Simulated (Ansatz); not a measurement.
# How much does C in Ta(100), 2x2 scatter?, part 2 of 3

Aim: the resistance that C in Ta(100), 2x2 adds to the host.

Ansatz 0.2.0; Ansatz plane-wave DFT, PBE, PAW files; ballistic transport by layer matching (Landauer), zero bias; PAW set soft_1 (the session's first sound run).

So far, resistivity per at.% scaled from this dense plane, with the factor 3/4 for isotropic scattering (µΩ cm): step 3 (resistance at ideal sites) 2.53.

### 4. Relaxing the neighbours

The neighbours of the defect are let go while the lead's layers stay on their sites, since a lead must repeat to 0.01 Å.

This step: Ansatz plane-wave DFT, PBE, PAW files; relaxation with the lead's layers held; PAW set soft_1 (Ansatz 0.2.0).

Input file input.yaml:

```yaml
crystal:
  lattice:
    - [6.60512, 0.0, 0.0]
    - [0.0, 6.60512, 0.0]
    - [0.0, 0.0, 29.72304]
  atoms:
    - { symbol: Ta, position: [0.0, 0.0, 0.0277777778] }
    - { symbol: Ta, position: [0.0, 0.5, 0.0277777778] }
    - { symbol: Ta, position: [0.5, 0.0, 0.0277777778] }
    - { symbol: Ta, position: [0.5, 0.5, 0.0277777778] }
    - { symbol: Ta, position: [0.25, 0.25, 0.0833333333] }
    - { symbol: Ta, position: [0.25, 0.75, 0.0833333333] }
    - { symbol: Ta, position: [0.75, 0.25, 0.0833333333] }
    - { symbol: Ta, position: [0.75, 0.75, 0.0833333333] }
    - { symbol: Ta, position: [0.0, 0.0, 0.1388888889] }
    - { symbol: Ta, position: [0.0, 0.5, 0.1388888889] }
    - { symbol: Ta, position: [0.5, 0.0, 0.1388888889] }
    - { symbol: Ta, position: [0.5, 0.5, 0.1388888889] }
    - { symbol: Ta, position: [0.25, 0.25, 0.1944444444] }
    - { symbol: Ta, position: [0.25, 0.75, 0.1944444444] }
    - { symbol: Ta, position: [0.75, 0.25, 0.1944444444] }
    - { symbol: Ta, position: [0.75, 0.75, 0.1944444444] }
    - { symbol: Ta, position: [0.0, 0.0, 0.25] }
    - { symbol: Ta, position: [0.0, 0.5, 0.25] }
    - { symbol: Ta, position: [0.5, 0.0, 0.25] }
    - { symbol: Ta, position: [0.5, 0.5, 0.25] }
    - { symbol: Ta, position: [0.25, 0.25, 0.3055555556] }
    - { symbol: Ta, position: [0.25, 0.75, 0.3055555556] }
    - { symbol: Ta, position: [0.75, 0.25, 0.3055555556] }
    - { symbol: Ta, position: [0.75, 0.75, 0.3055555556] }
    - { symbol: Ta, position: [0.0, 0.0, 0.3611111111] }
    - { symbol: Ta, position: [0.0, 0.5, 0.3611111111] }
    - { symbol: Ta, position: [0.5, 0.0, 0.3611111111] }
    - { symbol: Ta, position: [0.5, 0.5, 0.3611111111] }
    - { symbol: Ta, position: [0.25, 0.25, 0.4166666667] }
    - { symbol: Ta, position: [0.25, 0.75, 0.4166666667] }
    - { symbol: Ta, position: [0.75, 0.25, 0.4166666667] }
    - { symbol: Ta, position: [0.75, 0.75, 0.4166666667] }
    - { symbol: Ta, position: [0.0, 0.0, 0.4722222222] }
    - { symbol: Ta, position: [0.0, 0.5, 0.4722222222] }
    - { symbol: Ta, position: [0.5, 0.0, 0.4722222222] }
    - { symbol: Ta, position: [0.5, 0.5, 0.4722222222] }
    - { symbol: Ta, position: [0.25, 0.25, 0.5277777778] }
    - { symbol: Ta, position: [0.25, 0.75, 0.5277777778] }
    - { symbol: Ta, position: [0.75, 0.25, 0.5277777778] }
    - { symbol: Ta, position: [0.75, 0.75, 0.5277777778] }
    - { symbol: Ta, position: [0.0, 0.0, 0.5833333333] }
    - { symbol: Ta, position: [0.0, 0.5, 0.5833333333] }
    - { symbol: Ta, position: [0.5, 0.0, 0.5833333333] }
    - { symbol: Ta, position: [0.5, 0.5, 0.5833333333] }
    - { symbol: Ta, position: [0.25, 0.25, 0.6388888889] }
    - { symbol: Ta, position: [0.25, 0.75, 0.6388888889] }
    - { symbol: Ta, position: [0.75, 0.25, 0.6388888889] }
    - { symbol: Ta, position: [0.75, 0.75, 0.6388888889] }
    - { symbol: Ta, position: [0.0, 0.0, 0.6944444444] }
    - { symbol: Ta, position: [0.0, 0.5, 0.6944444444] }
    - { symbol: Ta, position: [0.5, 0.0, 0.6944444444] }
    - { symbol: Ta, position: [0.5, 0.5, 0.6944444444] }
    - { symbol: C, position: [0.5, 0.5, 0.5277777778] }
    - { symbol: Ta, position: [0.25, 0.25, 0.75] }
    - { symbol: Ta, position: [0.25, 0.75, 0.75] }
    - { symbol: Ta, position: [0.75, 0.25, 0.75] }
    - { symbol: Ta, position: [0.75, 0.75, 0.75] }
    - { symbol: Ta, position: [0.0, 0.0, 0.8055555556] }
    - { symbol: Ta, position: [0.0, 0.5, 0.8055555556] }
    - { symbol: Ta, position: [0.5, 0.0, 0.8055555556] }
    - { symbol: Ta, position: [0.5, 0.5, 0.8055555556] }
    - { symbol: Ta, position: [0.25, 0.25, 0.8611111111] }
    - { symbol: Ta, position: [0.25, 0.75, 0.8611111111] }
    - { symbol: Ta, position: [0.75, 0.25, 0.8611111111] }
    - { symbol: Ta, position: [0.75, 0.75, 0.8611111111] }
    - { symbol: Ta, position: [0.0, 0.0, 0.9166666667] }
    - { symbol: Ta, position: [0.0, 0.5, 0.9166666667] }
    - { symbol: Ta, position: [0.5, 0.0, 0.9166666667] }
    - { symbol: Ta, position: [0.5, 0.5, 0.9166666667] }
    - { symbol: Ta, position: [0.25, 0.25, 0.9722222222] }
    - { symbol: Ta, position: [0.25, 0.75, 0.9722222222] }
    - { symbol: Ta, position: [0.75, 0.25, 0.9722222222] }
    - { symbol: Ta, position: [0.75, 0.75, 0.9722222222] }
kpoints:
  mp_grid: { grid: [4, 4, 1] }
hamiltonian:
  xc: pbe
  pseudopotentials: { kind: paw, azcp: { folder: soft_1 } }
scf:
  occupations: { method: fermi_dirac, width: 0.1 }
relax:
  f_tol: 0.03
  max_steps: 40
  constraints:
    - { sites: [0, 1, 2, 3, 4, 5, 6, 7, 8, 9, 10, 11, 12, 13, 14, 15, 16, 17, 18, 19, 53, 54, 55, 56, 57, 58, 59, 60, 61, 62, 63, 64, 65, 66, 67, 68, 69, 70, 71, 72] }
```

Started as:

```
ansatz run input.yaml --threads 4 --pin off --max-ram 15360MiB --backend cpu --events-out ev --progress --plain --runs-dir out
```

Numbers of over 12 decimals in the logs are rounded to 6 here.

Log:

```text
Warning: crystal.symmetry: narrowed to the stabiliser of the relax constraints — unitary ops 16 → 8; lowered at sites 20, 21, 22, 23, 53, 54, 55, 56 (the operations that carried what is held of a site onto what its image site leaves free; the constrained walk keeps no symmetry that its constraints do not admit)
[...]
Crystal: 73 atoms, lattice volume = 1296.745 Å³
Basis set: ecut = 420 eV, 25307 PW (Γ), exchange–correlation on 90×90×400 points (8 copies of the dense FFT grid, shifted against one another)
Bands: 564, of which v1, the nominal top of the filled ones, is band 470 counted from 1 (469 counted from 0)
Symmetry: 8 space group operations
k-points: 6 of 16
[...]
SCF iter   1: F=—  HF=-715477.169380 eV  |F-HF|=—  |Δ(HF+E_count)|=         —  Δρ=7.06e-2  dr2=5.89e3  ethr=3.10e-3  ⟨swp⟩=6.5  Hψ=13767  notcnv=0  defer=1
[...]
SCF iter   9: F=-715439.740356 eV  HF=-715439.740358 eV  |F-HF|=2.48e-6  |Δ(HF+E_count)|=   3.53e-6  Δρ=1.23e-5  dr2=2.85e-6  ethr=2.39e-9  ⟨swp⟩=4.0  Hψ=8330  notcnv=0
SCF 1 converged in 9 iterations: F = -715439.740356 eV  dr2 = 2.85e-6
[...]
relax step   1: F+E_penalty+E_count = -715439.74035566 eV  Δ(F+E_penalty+E_count) = +0.000e0 eV  max|allowed force component| = 1.894e1 eV/Å  Δτ_max = 0.0000 Å  (9 SCF iters, dr2 threshold 2.25e-5 eV, accepted)
[...]
iter 1 solved again at ethr=4.93e-4 eV; its pass at ethr=3.10e-3 eV (dr2=4.63e0 eV) is discarded
[...]
SCF iter   6: F=-715444.369323 eV  HF=-715444.369325 eV  |F-HF|=1.85e-6  |Δ(HF+E_count)|=   3.81e-6  Δρ=6.64e-6  dr2=2.17e-6  ethr=3.92e-9  ⟨swp⟩=2.0  Hψ=8690  notcnv=0
SCF 2 converged in 6 iterations: F = -715444.369323 eV  dr2 = 2.17e-6
[...]
relax step   2: F+E_penalty+E_count = -715444.36932308 eV  Δ(F+E_penalty+E_count) = -4.629e0 eV  max|allowed force component| = 5.752e0 eV/Å  Δτ_max = 0.1950 Å  (6 SCF iters, dr2 threshold 1.00e-4 eV, accepted)
SCF iter   1: F=—  HF=-715446.861057 eV  |F-HF|=—  |Δ(HF+E_count)|=         —  Δρ=1.84e-2  dr2=2.09e2  ethr=3.10e-3  ⟨swp⟩=4.8  Hψ=7428  notcnv=0  defer=93
[...]
SCF iter   7: F=-715444.891397 eV  HF=-715444.891419 eV  |F-HF|=2.21e-5  |Δ(HF+E_count)|=   4.41e-6  Δρ=8.36e-6  dr2=2.25e-5  ethr=1.06e-8  ⟨swp⟩=2.0  Hψ=8089  notcnv=0
SCF 3 converged in 7 iterations: F = -715444.891397 eV  dr2 = 2.25e-5
[...]
relax step   3: F+E_penalty+E_count = -715444.89139730 eV  Δ(F+E_penalty+E_count) = -5.221e-1 eV  max|allowed force component| = 1.614e0 eV/Å  Δτ_max = 0.1944 Å  (7 SCF iters, dr2 threshold 1.00e-4 eV, accepted)
[...]
relax step   4: F+E_penalty+E_count = -715445.54623878 eV  Δ(F+E_penalty+E_count) = -6.548e-1 eV  max|allowed force component| = 2.078e-1 eV/Å  Δτ_max = 0.1382 Å  (7 SCF iters, dr2 threshold 1.00e-4 eV, accepted)
[...]
relax step   5: F+E_penalty+E_count = -715445.55166739 eV  Δ(F+E_penalty+E_count) = -5.429e-3 eV  max|allowed force component| = 4.149e-2 eV/Å  Δτ_max = 0.0096 Å  (6 SCF iters, dr2 threshold 2.70e-6 eV, accepted)
SCF iter   1: F=—  HF=-715445.554111 eV  |F-HF|=—  |Δ(HF+E_count)|=         —  Δρ=1.40e-4  dr2=1.14e-3  ethr=2.71e-6  ⟨swp⟩=2.0  Hψ=4705  notcnv=0  defer=115
[...]
SCF iter   6: F=-715445.551907 eV  HF=-715445.551907 eV  |F-HF|=4.66e-10  |Δ(HF+E_count)|=   1.40e-9  Δρ=1.04e-7  dr2=3.14e-10  ethr=1.90e-12  ⟨swp⟩=1.0  Hψ=7858  notcnv=0
SCF 6 converged in 6 iterations: F = -715445.551907 eV  dr2 = 3.14e-10
relax step   6: F+E_penalty+E_count = -715445.55190708 eV  Δ(F+E_penalty+E_count) = -2.397e-4 eV  max|allowed force component| = 5.815e-3 eV/Å  Δτ_max = 0.0034 Å  (6 SCF iters, accepted)
SCF converged after 6 iterations
Free energy (F): -715445.551907 eV
[...]
Internal energy: -715442.530888 eV  (E = F + TS)
E sigma→0 (E₀):  -715444.041398 eV
Entropy (-TS):   -3.021019 eV (-41.384 meV/atom)
Fermi energy:    18.598342 eV
[...]
--- Forces (eV/Å), atoms counted from 1 ---
  atom   1  Ta     0.00000000     0.00000000    -0.00348745
  atom   2  Ta     0.00000000     0.00000000    -0.00309764
  atom   3  Ta    -0.00000000     0.00000000    -0.00309764
  atom   4  Ta    -0.00000000     0.00000000    -0.00321439
  atom   5  Ta    -0.00258909    -0.00258909     0.00174794
  atom   6  Ta    -0.00258909     0.00258909     0.00174794
  atom   7  Ta     0.00258909    -0.00258909     0.00174794
  atom   8  Ta     0.00258909     0.00258909     0.00174794
  atom   9  Ta    -0.00000000     0.00000000    -0.01246868
  atom  10  Ta    -0.00000000     0.00000000    -0.01117969
  atom  11  Ta    -0.00000000     0.00000000    -0.01117969
  atom  12  Ta    -0.00000000     0.00000000    -0.00815521
  atom  13  Ta     0.00220736     0.00220736    -0.05453774
  atom  14  Ta     0.00220736    -0.00220736    -0.05453774
  atom  15  Ta    -0.00220736     0.00220736    -0.05453774
  atom  16  Ta    -0.00220736    -0.00220736    -0.05453774
  atom  17  Ta     0.00000000     0.00000000    -0.14946543
  atom  18  Ta     0.00000000     0.00000000    -0.25979584
  atom  19  Ta     0.00000000     0.00000000    -0.25979584
  atom  20  Ta    -0.00000000     0.00000000    -0.14393193
  atom  21  Ta    -0.00006815    -0.00006815     0.00054138
  atom  22  Ta    -0.00006815     0.00006815     0.00054138
  atom  23  Ta     0.00006815    -0.00006815     0.00054138
  atom  24  Ta     0.00006815     0.00006815     0.00054138
  atom  25  Ta    -0.00000000     0.00000000     0.00354438
  atom  26  Ta     0.00000000     0.00000000    -0.00304784
  atom  27  Ta     0.00000000     0.00000000    -0.00304784
  atom  28  Ta    -0.00000000     0.00000000     0.00378741
  atom  29  Ta    -0.00143158    -0.00143158     0.00059713
  atom  30  Ta    -0.00143158     0.00143158     0.00059713
  atom  31  Ta     0.00143158    -0.00143158     0.00059713
  atom  32  Ta     0.00143158     0.00143158     0.00059713
  atom  33  Ta     0.00000000     0.00000000     0.00581457
  atom  34  Ta     0.00000000     0.00000000    -0.00336869
  atom  35  Ta     0.00000000     0.00000000    -0.00336869
  atom  36  Ta    -0.00000000     0.00000000    -0.00174086
  atom  37  Ta     0.00026226     0.00026226     0.00146451
  atom  38  Ta     0.00026226    -0.00026226     0.00146451
  atom  39  Ta    -0.00026226     0.00026226     0.00146451
  atom  40  Ta    -0.00026226    -0.00026226     0.00146451
[...]
atom  62  Ta     0.00315573     0.00315573     0.01127343
  atom  63  Ta     0.00315573    -0.00315573     0.01127343
  atom  64  Ta    -0.00315573     0.00315573     0.01127343
  atom  65  Ta    -0.00315573    -0.00315573     0.01127343
  atom  66  Ta    -0.00000000     0.00000000    -0.00271830
  atom  67  Ta    -0.00000000     0.00000000    -0.00249349
  atom  68  Ta     0.00000000     0.00000000    -0.00249349
  atom  69  Ta    -0.00000000     0.00000000    -0.00562574
  atom  70  Ta    -0.00245006    -0.00245006     0.00700864
  atom  71  Ta    -0.00245006     0.00245006     0.00700864
  atom  72  Ta     0.00245006    -0.00245006     0.00700864
  atom  73  Ta     0.00245006     0.00245006     0.00700864
  max |Σ_I F_I| component: 5.13e-7 eV/Å
--- Relaxed structure (6 steps of the walk, 6 accepted, 0 SCFs on fresh bases) ---
  F+E_penalty+E_count = -715445.55190708 eV   max|allowed force component| = 5.815e-3 eV/Å
  atoms:
    - { symbol: Ta, position: [0.0, 0.0, 0.027778] }
    - { symbol: Ta, position: [0.0, 0.500000, 0.027778] }
    - { symbol: Ta, position: [0.500000, 0.0, 0.027778] }
    - { symbol: Ta, position: [0.500000, 0.500000, 0.027778] }
    - { symbol: Ta, position: [0.250000, 0.250000, 0.083333] }
    - { symbol: Ta, position: [0.250000, 0.750000, 0.083333] }
    - { symbol: Ta, position: [0.750000, 0.250000, 0.083333] }
    - { symbol: Ta, position: [0.750000, 0.750000, 0.083333] }
    - { symbol: Ta, position: [0.0, 0.0, 0.138889] }
    - { symbol: Ta, position: [0.0, 0.500000, 0.138889] }
    - { symbol: Ta, position: [0.500000, 0.0, 0.138889] }
    - { symbol: Ta, position: [0.500000, 0.500000, 0.138889] }
    - { symbol: Ta, position: [0.250000, 0.250000, 0.194444] }
    - { symbol: Ta, position: [0.250000, 0.750000, 0.194444] }
    - { symbol: Ta, position: [0.750000, 0.250000, 0.194444] }
    - { symbol: Ta, position: [0.750000, 0.750000, 0.194444] }
    - { symbol: Ta, position: [0.0, 0.0, 0.250000] }
    - { symbol: Ta, position: [0.0, 0.500000, 0.250000] }
    - { symbol: Ta, position: [0.500000, 0.0, 0.250000] }
    - { symbol: Ta, position: [0.500000, 0.500000, 0.250000] }
    - { symbol: Ta, position: [0.250168, 0.250168, 0.304511] }
    - { symbol: Ta, position: [0.250168, 0.749832, 0.304511] }
    - { symbol: Ta, position: [0.749832, 0.250168, 0.304511] }
    - { symbol: Ta, position: [0.749832, 0.749832, 0.304511] }
    - { symbol: Ta, position: [0, 0.0, 0.359494] }
    - { symbol: Ta, position: [0, 0.500000, 0.359363] }
    - { symbol: Ta, position: [0.500000, 0.0, 0.359363] }
    - { symbol: Ta, position: [0.500000, 0.500000, 0.358866] }
    - { symbol: Ta, position: [0.243344, 0.243344, 0.414275] }
    - { symbol: Ta, position: [0.243344, 0.756656, 0.414275] }
    - { symbol: Ta, position: [0.756656, 0.243344, 0.414275] }
    - { symbol: Ta, position: [0.756656, 0.756656, 0.414275] }
    - { symbol: Ta, position: [0, 0.0, 0.472260] }
    - { symbol: Ta, position: [0, 0.500000, 0.470626] }
    - { symbol: Ta, position: [0.500000, 0.0, 0.470626] }
    - { symbol: Ta, position: [0.500000, 0.500000, 0.459021] }
    - { symbol: Ta, position: [0.259128, 0.259128, 0.527377] }
    - { symbol: Ta, position: [0.259128, 0.740872, 0.527377] }
    - { symbol: Ta, position: [0.740872, 0.259128, 0.527377] }
    - { symbol: Ta, position: [0.740872, 0.740872, 0.527377] }
[...]
- { symbol: C, position: [0.500000, 0.500000, 0.527378] }
[...]
- { symbol: Ta, position: [0.250000, 0.250000, 0.861111] }
    - { symbol: Ta, position: [0.250000, 0.750000, 0.861111] }
    - { symbol: Ta, position: [0.750000, 0.250000, 0.861111] }
    - { symbol: Ta, position: [0.750000, 0.750000, 0.861111] }
    - { symbol: Ta, position: [0.0, 0.0, 0.916667] }
    - { symbol: Ta, position: [0.0, 0.500000, 0.916667] }
    - { symbol: Ta, position: [0.500000, 0.0, 0.916667] }
    - { symbol: Ta, position: [0.500000, 0.500000, 0.916667] }
    - { symbol: Ta, position: [0.250000, 0.250000, 0.972222] }
    - { symbol: Ta, position: [0.250000, 0.750000, 0.972222] }
    - { symbol: Ta, position: [0.750000, 0.250000, 0.972222] }
    - { symbol: Ta, position: [0.750000, 0.750000, 0.972222] }
```

Run time: 30 min. Hardware: 4 threads of Arm Neoverse N1, shared host; peak memory 9 GiB; 2 h of CPU time.

The steps of the relaxation:

| step | energy less that of the first step (eV) | largest force component (eV/Å) |
| --- | --- | --- |
| 1 | 0.0000 | 18.9386 |
| 2 | -4.6290 | 5.7522 |
| 3 | -5.1510 | 1.6138 |
| 4 | -5.8059 | 0.2078 |
| 5 | -5.8113 | 0.0415 |
| 6 | -5.8116 | 0.0058 |

The atoms that moved most (Å):

| atom | dx | dy | dz | length |
| --- | --- | --- | --- | --- |
| Ta36 | 0.000 | 0.000 | -0.392 | 0.392 |
| Ta44 | 0.000 | 0.000 | 0.368 | 0.368 |
| Ta32 | 0.044 | 0.044 | -0.071 | 0.094 |
| Ta30 | -0.044 | 0.044 | -0.071 | 0.094 |
| Ta31 | 0.044 | -0.044 | -0.071 | 0.094 |
| Ta29 | -0.044 | -0.044 | -0.071 | 0.094 |
| Ta37 | 0.060 | 0.060 | -0.012 | 0.086 |
| Ta39 | -0.060 | 0.060 | -0.012 | 0.086 |

Numbers from this step:

* free energy: -715445.5519 eV
* energy at zero smearing: -715444.0414 eV
* Fermi energy: 18.60 eV

The largest force component on a free atom ends at 0.0058 eV/Å, under the tolerance of 0.03, after 6 steps.

[end of part 2 of 3]

[Logs are printed without paths, hosts, clocks, repeated set-up lines and the standing remarks that a program may print on its own settings, such as how far it seeks lower states.]

[Hosts, paths, dates, database ids (printed as entryN), source tags and the programs' standing remarks are cut or masked in the printed files.]
